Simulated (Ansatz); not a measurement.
# HfC (P6_3/mmc) in Ansatz: a series of runs

The runs below take HfC through projected density of states, with PBEsol, PBEsol+U.

Program: Ansatz 0.2.0. These are calculated values, not measurements. Logs are shortened: lines on timing, memory, paths and dates and some standing lists are left out, and cuts for length are marked.

**1. Starting point**

It takes space group P6_3/mmc (No. 194, hexagonal). Conventional cell: a = 3.343 Å, b = 3.343 Å, c = 5.203 Å, α = 90.00°, β = 90.00°, γ = 120.00°. Hf (site symmetry -6m2) is surrounded by 6 C at 2.33 Å. Around C (site symmetry -3m) lie 6 Hf at 2.33 Å and 2 C at 2.60 Å.

The cell comes from a database or a generator and needn't be the stable form of this composition.

**2. Projected density of states, PBEsol**

input.yaml reads:

```yaml
crystal:
  lattice:
    - [3.3428660531, 0.0, 0.0]
    - [-1.6714330265, 2.8950069234, 0.0]
    - [0.0, 0.0, 5.202714]
  atoms:
    - { symbol: Hf, position: [0.3333333333, 0.6666666667, 0.25] }
    - { symbol: Hf, position: [0.6666666667, 0.3333333333, 0.75] }
    - { symbol: C, position: [0.0, 0.0, 0.5] }
    - { symbol: C, position: [0.0, 0.0, 0.0] }
hamiltonian:
  xc: pbesol
  pseudopotentials: { kind: paw }
kpoints:
  mp_grid: { grid: [9, 9, 5] }
scf:
  occupations: { method: fermi_dirac, width: 0.05 }
  n_extra_bands: 10
output:
  forces: true
  stress: true
  eigenvalues: true
  dos: { projected: true, de: 0.05, nscf_kmesh: { grid: [14, 14, 8] } }
```

Potentials or basis: Ansatz PAW.

Run with:

```sh
$ ansatz run input.yaml --threads 2 --pin off --max-ram 5632MiB --backend cpu --events-out ev --progress --plain --runs-dir out
```

The program printed:

```text
Warning: RAYON_NUM_THREADS=2 ignored (pool sized by the plan → 2); use --threads N
scf.n_extra_bands = 10 over 30 filled bands (N_el = 60.0): the run solves 40 bands
Engine: ansatz 0.2.0, x86_64-unknown-linux-gnu
Pseudopotentials: kind: paw
Pseudopotential: Hf, paw, valence charge 26, recommended cutoff 420 eV (normal), Hf.paw.azcp
Pseudopotential: C, paw, valence charge 4, recommended cutoff 420 eV (normal), C.paw.azcp
Functional definition: PBEsol
  exchange = pbesol_x
  correlation = pbesol_c
Crystal: 4 atoms, lattice volume = 50.350 Å³
Basis set: ecut = 420 eV, 977 PW (Γ), exchange–correlation on 48×48×72 points (8 copies of the dense FFT grid, shifted against one another)
Bands: 40, of which v1, the nominal top of the filled ones, is band 30 counted from 1 (29 counted from 0)
Symmetry: 24 space group operations
Space group: P63/mmc (ITA 194), of the structure as read, at distance tolerance 3.7e-5 Å
k-points: 36 of 405
Non-local potential: Hf, projectors of the file, l = 0: 3, l = 1: 2, l = 2: 2, l = 3: 3
Non-local potential: C, projectors of the file, l = 0: 2, l = 1: 2, l = 2: 1
PAW form: soft (Blöchl's): semilocal exchange-correlation on the pseudo side does not see the compensation charge
PAW frozen core: Hf, regenerated for the run's functional, and the local potential with it (the file was generated under x = pbe(κ = 0.804, μ = 0.2195149727645171), c = pbe(β = 0.06672455060314922))
PAW frozen core: C, regenerated for the run's functional, and the local potential with it (the file was generated under x = pbe(κ = 0.804, μ = 0.2195149727645171), c = pbe(β = 0.06672455060314922))
PAW one-centre angular grid: Hf, 590 points (default); XC on 64 Gauss nodes
PAW one-centre angular grid: C, 110 points (default); XC on 64 Gauss nodes
Initial density: superposition of atomic densities (neutral atoms: chi_scale 0, normalization atom), corrected by the library's trained network
Initial wavefunctions: pseudopotential atomic-orbital guess
Functional: x = pbesol(κ = 0.804, μ = 0.12345679012345678), c = pbesol(β = 0.046)
SCF iter   1: F=—  HF=-31692.646775 eV  |F-HF|=—  |Δ(HF+E_count)|=         —  Δρ=1.47e-2  dr2=1.34e-1  ethr=1.77e-3  ⟨swp⟩=4.9  Hψ=4623  notcnv=0  defer=25
preconditioner: auto → Kerker (q_TF=auto, 2.809 Å⁻¹)  [metal: Δε(μ)=0.027 eV  Ē_g=18.747 eV  σ=0.050 eV  W_gap=0.13  n_scr=22 (ndim 8)  ℏωp=39.2 eV  f_vac=0.000  D(μ)=0.73/eV (n_scr^D=2)]
SCF iter   2: F=—  HF=-31692.619534 eV  |F-HF|=—  |Δ(HF+E_count)|=   2.72e-2  Δρ=5.48e-3  dr2=1.43e-2  ethr=2.24e-4  ⟨swp⟩=2.0  Hψ=1970  notcnv=0  defer=112
SCF iter   3: F=—  HF=-31692.617217 eV  |F-HF|=—  |Δ(HF+E_count)|=   2.32e-3  Δρ=1.66e-3  dr2=6.85e-4  ethr=2.38e-5  ⟨swp⟩=2.0  Hψ=2123  notcnv=0  defer=112
SCF iter   4: F=—  HF=-31692.616883 eV  |F-HF|=—  |Δ(HF+E_count)|=   3.34e-4  Δρ=1.04e-3  dr2=2.60e-4  ethr=1.14e-6  ⟨swp⟩=2.1  Hψ=2436  notcnv=0  defer=112
SCF iter   5: F=—  HF=-31692.616887 eV  |F-HF|=—  |Δ(HF+E_count)|=   3.84e-6  Δρ=1.88e-4  dr2=1.77e-5  ethr=4.33e-7  ⟨swp⟩=2.0  Hψ=2289  notcnv=0  defer=112
SCF iter   6: F=—  HF=-31692.616904 eV  |F-HF|=—  |Δ(HF+E_count)|=   1.64e-5  Δρ=4.15e-5  dr2=8.35e-7  ethr=2.94e-8  ⟨swp⟩=2.0  Hψ=2397  notcnv=0  defer=112
SCF iter   7: F=—  HF=-31692.616904 eV  |F-HF|=—  |Δ(HF+E_count)|=   6.76e-8  Δρ=9.26e-6  dr2=5.27e-8  ethr=1.67e-10  ⟨swp⟩=10.6  Hψ=7680  notcnv=0
SCF iter   8: F=-31692.616904 eV  HF=-31692.616904 eV  |F-HF|=2.64e-9  |Δ(HF+E_count)|=   1.03e-7  Δρ=2.32e-6  dr2=2.00e-9  ethr=8.79e-11  ⟨swp⟩=5.8  Hψ=5683  notcnv=0
SCF 1 converged in 8 iterations: F = -31692.616904 eV  dr2 = 2.00e-9
NSCF: frozen V_eff on 120 k-points
SCF converged after 8 iterations
Free energy (F): -31692.616904 eV
Harris-Foulkes:  -31692.616904 eV  (|F-HF|=2.64e-9)
Internal energy: -31692.611996 eV  (E = F + TS)
E sigma→0 (E₀):  -31692.614450 eV
Entropy (-TS):   -0.004907 eV (-1.227 meV/atom)
Fermi energy:    20.355699 eV
--- Per-component energies (eV) ---
  E_band       = 218.834755
  E_kinetic    = 1021.751710
  E_local      = -10004.316419  (includes V_loc(G=0)·N_el)
  E_nonlocal   = -2422.783453
  E_hartree    = 4724.917841
  E_xc         = -692.018751
  E_vxc        = -652.403893  (∫ρ·V_xc dr)
  E_paw        = -13804.310055  (= ΣΔE_a)
  E_vpaw       = 2826.750073  (= ΣTr[D̂ρ^β])
  E_aug_tail   = 0.000010  (compensation charges beyond the density's cutoff)
  E_ewald      = -10518.397263
  E_core_change = 2.544384  (= ΣΔE_core)
  E_smearing   = -0.004907  (= −TS)
  E_closure    = -0.000000  (closes the sum)
  Σ components = -31692.616904   (vs F -31692.616904, Δ=0.00e0)
--- Forces (eV/Å), atoms counted from 1 ---
  atom   1  Hf     0.00000000     0.00000000     0.00000000
  atom   2  Hf     0.00000000    -0.00000000    -0.00000000
  atom   3  C     -0.00000000     0.00000000    -0.00000000
  atom   4  C      0.00000000     0.00000000    -0.00000000
  max |Σ_I F_I| component: 3.70e-17 eV/Å
--- Stress (GPa, compression-positive) ---
       -8.398306       0.000000      -0.000000
        0.000000      -8.398306      -0.000000
       -0.000000      -0.000000      -5.301597
  P = ⅓ Tr σ = -7.3661 GPa (-73.661 kbar)
--- Band table (eV; the first three rows and the last of 36) ---
  k-point 0: bands = ["-41.0266", "-40.9771", "-10.1840", "-9.6108", "-9.6108", "-9.5206", "-9.5206", "-9.4372", "7.3645", "8.9900", "9.0005", "9.0042", "9.0114", "9.0114", "9.0485", "9.0485", "9.0553", "9.0553", "9.0667", "9.0739", "9.0739", "9.0763", "9.0797", "11.9064", "13.5163", "17.2864", "17.2864", "19.2449", "19.2449", "21.3856", "21.7975", "21.7975", "22.2696", "22.2696", "22.7339", "23.8550", "24.4390", "28.5112", "28.5112", "29.2750"]
  k-point 1: bands = ["-41.0219", "-40.9818", "-10.1173", "-9.6022", "-9.6022", "-9.5292", "-9.5292", "-9.5136", "7.6158", "8.9520", "9.0091", "9.0092", "9.0092", "9.0185", "9.0406", "9.0406", "9.0579", "9.0579", "9.0766", "9.0794", "9.0798", "9.0827", "9.0827", "10.9580", "14.6142", "17.3296", "17.3296", "18.7392", "18.7392", "20.2731", "22.6095", "22.6095", "22.6992", "22.6992", "22.9955", "24.0825", "25.0695", "27.7906", "27.8912", "27.8912"]
  k-point 2: bands = ["-41.0095", "-40.9942", "-9.9384", "-9.7081", "-9.5797", "-9.5797", "-9.5518", "-9.5518", "8.2821", "8.8342", "9.0109", "9.0109", "9.0207", "9.0220", "9.0220", "9.0264", "9.0747", "9.0747", "9.0775", "9.0785", "9.0851", "9.0851", "9.1620", "9.7344", "16.3773", "17.5357", "17.5357", "18.0133", "18.0133", "18.3226", "23.8165", "23.8165", "23.8771", "24.0730", "24.0730", "24.5600", "25.3648", "25.7456", "26.1831", "26.1831"]
  k-point 35: bands = ["-40.9770", "-40.9770", "-10.0061", "-10.0061", "-9.9556", "-9.8681", "-9.5660", "-9.5660", "8.9300", "8.9697", "9.0196", "9.0196", "9.0416", "9.0416", "9.0437", "9.0517", "9.0559", "9.0559", "9.0570", "9.0570", "9.0625", "9.0625", "10.3894", "10.6163", "15.2638", "15.2638", "17.3226", "17.8655", "17.8655", "18.7094", "22.1478", "22.1478", "23.8729", "23.8729", "27.1862", "27.4326", "27.5408", "27.5408", "28.4388", "28.5147"]
```

dos.tsv:

```text
# E-E_F[eV]	g_bin_mean(E)[states/eV]	N(E)
# format = ansatz-dos/2
# fermi_ev = 20.523927
# fermi_mp_grid = 14 14 8
# fermi_mp_shift = 0 0 0
# nscf_kmesh_grid = 14 14 8
# nscf_kmesh_shift = 0 0 0
# tetrahedron_fermi_ev = 20.537987
# g_bin_mean(E): the states in a bin one row spacing wide, centred on E, divided by that spacing. States that the method places at a single energy (under output.dos.method: tetrahedron, those of a tetrahedron whose four corners have one energy) are counted whole in the row whose bin holds that energy (on the edge of two bins, in the lower row). The sum of g_bin_mean over a run of rows, times the row spacing, is the number of states from half a spacing under the first of them to half a spacing over the last (a plain sum, not the trapezoid rule).
-62.050535	0.000000e0	0.000000e0
-62.000535	0.000000e0	0.000000e0
-61.950535	0.000000e0	0.000000e0
-61.900535	0.000000e0	0.000000e0
-61.850535	0.000000e0	0.000000e0
-61.800535	0.000000e0	0.000000e0
[... 1429 lines left out ...]
9.699465	0.000000e0	8.000000e1
9.749465	0.000000e0	8.000000e1
```

Run time: 19 s. Hardware: 2 threads of Intel Xeon at 2.50GHz (Skylake/Cascade Lake), shared host; peak memory 0.4 GiB.

What came out:

* Free energy: -31692.6169 eV
* Pressure: -7.4 GPa
* Band gap on the k mesh: none (metal or under the smearing width)
* Density of states at the Fermi level: 0.46 states/eV per cell

Levels at points of the mesh, in eV from the Fermi level:
| k point | band 27 | band 28 | band 29 | band 30 | band 31 | band 32 | band 33 | band 34 |
| --- | --- | --- | --- | --- | --- | --- | --- | --- |
| (0.00, 0.00, 0.00) | -3.07 | -1.11 | -1.11 | 1.03 | 1.44 | 1.44 | 1.91 | 1.91 |

States per cell in windows of 1 eV (zero at the Fermi level; states under -8 eV left out):
| from (eV) | total | Hf 5d | C 2p | C 2s | Hf 6s | Hf 5p | Hf 5s |
| --- | --- | --- | --- | --- | --- | --- | --- |
| -8.0 | 0.00 | 0.00 | 0.00 | 0.00 | 0.00 | 0.00 | 0.00 |
| -7.0 | 0.20 | 0.07 | 0.10 | 0.01 | 0.02 | 0.00 | 0.00 |
| -6.0 | 1.25 | 0.42 | 0.61 | 0.05 | 0.13 | 0.02 | 0.02 |
| -5.0 | 2.24 | 0.70 | 1.25 | 0.08 | 0.13 | 0.05 | 0.02 |
| -4.0 | 2.87 | 1.17 | 1.54 | 0.03 | 0.05 | 0.05 | 0.00 |
| -3.0 | 3.65 | 1.44 | 2.02 | 0.04 | 0.03 | 0.07 | 0.00 |
| -2.0 | 1.23 | 0.63 | 0.55 | 0.02 | 0.01 | 0.01 | 0.00 |
| -1.0 | 0.55 | 0.36 | 0.17 | 0.01 | 0.01 | 0.00 | 0.00 |
| 0.0 | 1.52 | 0.77 | 0.69 | 0.01 | 0.02 | 0.01 | 0.00 |
| 1.0 | 1.11 | 0.71 | 0.34 | 0.01 | 0.01 | 0.00 | 0.00 |
| 2.0 | 1.40 | 1.10 | 0.21 | 0.03 | 0.02 | 0.00 | 0.00 |
| 3.0 | 1.98 | 1.55 | 0.25 | 0.07 | 0.05 | 0.00 | 0.00 |
| 4.0 | 3.26 | 2.36 | 0.47 | 0.17 | 0.15 | 0.00 | 0.00 |
| 5.0 | 3.12 | 2.10 | 0.42 | 0.26 | 0.17 | 0.00 | 0.00 |
| 6.0 | 3.10 | 1.85 | 0.63 | 0.26 | 0.14 | 0.00 | 0.00 |
| 7.0 | 2.63 | 1.44 | 0.53 | 0.30 | 0.17 | 0.00 | 0.01 |

Caveat: the PAW data sets come from PBE, with cores solved anew for the run's functional, which leaves a small shift of forces and pressure. Spin-orbit coupling is left out, which matters for the levels of Hf.

(Continued in part 2 of 3.)
